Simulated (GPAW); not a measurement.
Here is a GPAW 26.7.0 calculation.

run.py

```python
from ase import Atoms
from ase.eos import EquationOfState
from ase.io import Trajectory
from ase.units import GPa
from gpaw import GPAW, PW, setup_paths

setup_paths.insert(0, '.')

atoms = Atoms(['Te', 'Cd'],
              cell=[[0.0, 3.205, 3.205],
                    [3.205, 0.0, 3.205],
                    [3.205, 3.205, 0.0]],
              scaled_positions=[[0.75, 0.75, 0.75],
                                [0.0, 0.0, 0.0]],
              pbc=True)

traj = Trajectory('eos.traj', 'w')
volumes, energies = [], []
for x in [0.94, 0.96, 0.98, 1.0, 1.02, 1.04, 1.06]:
    a = atoms.copy()
    a.set_cell(atoms.cell * x**(1 / 3), scale_atoms=True)
    calc = GPAW(mode=PW(600),
                xc='LDA',
                kpts={'size': (6, 6, 6), 'gamma': True},
                occupations={'name': 'fermi-dirac', 'width': 0.05},
                setups={'Cd': 'jth', 'Te': 'jth'},
                nbands=-9,
                convergence={'density': 1e-05, 'energy': 1e-05},
                maxiter=150,
                txt=f'eos-{x:.2f}.txt')
    a.calc = calc
    energies.append(a.get_potential_energy(force_consistent=True))
    volumes.append(a.get_volume())
    p = -a.get_stress()[:3].mean() / GPa
    calc.write(f'eos-{x:.2f}.gpw')
    traj.write(a)
    print(f'{x:.2f} {volumes[-1]:10.4f} A^3 {energies[-1]:14.6f} eV {p:9.3f} GPa', flush=True)

v0, e0, B = EquationOfState(volumes, energies, eos='birchmurnaghan').fit()
print(f'V0 = {v0:.4f} A^3, E0 = {e0:.6f} eV, B0 = {B / GPa:.2f} GPa')
```

Potentials or basis: JTH PAW 2.0, LDA, pw.

The run is started by

```bash
$ OMP_NUM_THREADS=1 python run.py
```

Task: Predict the bulk modulus.

Result: 47 GPa.

Task: Estimate the equilibrium volume.

Result: 32.98 Å³/atom.

Task: Predict the pressure derivative of the bulk modulus.

Result: 4.8.

Energy against volume, from the lowest point:
```tsv
volume (Å³/atom)	energy (meV/atom)
30.947	20.61
31.605	9.06
32.263	2.35
32.922	0.00
33.580	1.62
34.239	6.48
34.897	14.60
```

Caveat: the program truncates these outside data sets. The run has no spin-orbit coupling, so splittings on Te are missing.

**Experimental background.**

“Multiscale insight into the Cd1-xZnxTe vibrational-mechanical properties -- High-pressure experiments and ab initio calculations”, 2023, arxiv:2306.14539 quotes, for a powder of CdTe: bulk modulus 42 ± 2 GPa.

Measured bulk modulus of CdTe: 42 GPa (powder; quoted in “Multiscale insight into the Cd1-xZnxTe vibrational-mechanical properties -- High-pressure experiments and ab initio calculations”, 2023, arxiv:2306.14539). This calculation gives 47 GPa (+11.1 %). The fit is for a static lattice scaled at fixed shape and fixed fractional positions.
